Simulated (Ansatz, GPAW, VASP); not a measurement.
## One calculation of Pb, 4 ways

```
CELL_PARAMETERS angstrom
0.00000 2.47502 2.47502
2.47502 0.00000 2.47502
2.47502 2.47502 0.00000
ATOMIC_POSITIONS crystal
Pb 0.00000 0.00000 0.00000
```

Alike in all runs: task single point; functional PBE; k mesh 9 × 9 × 9; occupations gaussian, width 0.017 eV; no spin polarisation; no spin-orbit coupling. Pressure is positive in compression and, in plane waves, holds the error of the finite cutoff, which Ansatz's Pulay term estimates and takes out.

```csv
program and potentials,plane-wave cutoff (eV),notes,pressure (GPa)
"Ansatz, Ansatz PAW",420,Pulay term of +0.02 GPa included,2.25
"Ansatz, all-electron LAPW, scalar-relativistic",-,-,2.26
"GPAW, GPAW PAW data sets (gpaw-data 1.2.1)",600,-,2.00
"VASP, PBE PAW files Pb_d, 520 eV",520,-,?
```

Task: Estimate from the other rows what the run with VASP, PBE PAW files Pb_d, 520 eV gave.

Result: Pressure 2.16 GPa. The other rows, which needn't bracket it: pressure 2.00 to 2.26.
